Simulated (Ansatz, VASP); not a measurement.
# Si: VASP beside Ansatz

```
Si
1.0
     0.00000    2.78869    2.78869
     2.78869    0.00000    2.78869
     2.78869    2.78869    0.00000
Si
2
Direct
  0.25000 0.25000 0.25000
  0.00000 0.00000 0.00000
```

Alike in both runs: task single point; functional PBE; k mesh 6 × 6 × 6; no spin polarisation.

```csv
,VASP,Ansatz
version,VASP 6.6.1,Ansatz 0.2.0
potentials or method,"VASP PAW PBE potentials, release 64 (Si)","plane waves, PAW"
plane-wave cutoff (eV),520,420
occupations,"gaussian, width 0.01 eV",fixed
valence electrons in the cell,8,8
```

Ansatz gave:

- gap on the k mesh at the Fermi level (eV): 0.83
- pressure (GPa): -4.5

Problem. Estimate VASP's values.

Solution. gap on the k mesh at the Fermi level (eV): 0.83; pressure (GPa): -4.6.

A k mesh can miss the band edges.
